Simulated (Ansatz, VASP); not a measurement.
**One calculation of Al, two programs**

```
Al
1.0
     0.00000    2.02481    2.02481
     2.02481    0.00000    2.02481
     2.02481    2.02481    0.00000
Al
1
Direct
  0.00000 0.00000 0.00000
```

Alike in both runs: task single point; functional PBE; k mesh 8 × 8 × 8; occupations gaussian, width 0.1 eV; no spin polarisation.

```csv
,VASP,Ansatz
version,VASP 6.6.1,Ansatz 0.2.0
potentials or method,"VASP PAW PBE potentials, release 64 (Al)","scalar-relativistic, plane waves, PAW"
plane-wave cutoff (eV),520,420
valence electrons in the cell,3,3
```

|  | VASP | Ansatz | Ansatz less VASP |
| --- | --- | --- | --- |
| gap on the k mesh at the Fermi level (eV) | none | none | - |
| pressure (GPa) | -0.5 | -0.4 | +0.04 |

A gap of «none» marks a metal or a gap that the smearing closes.
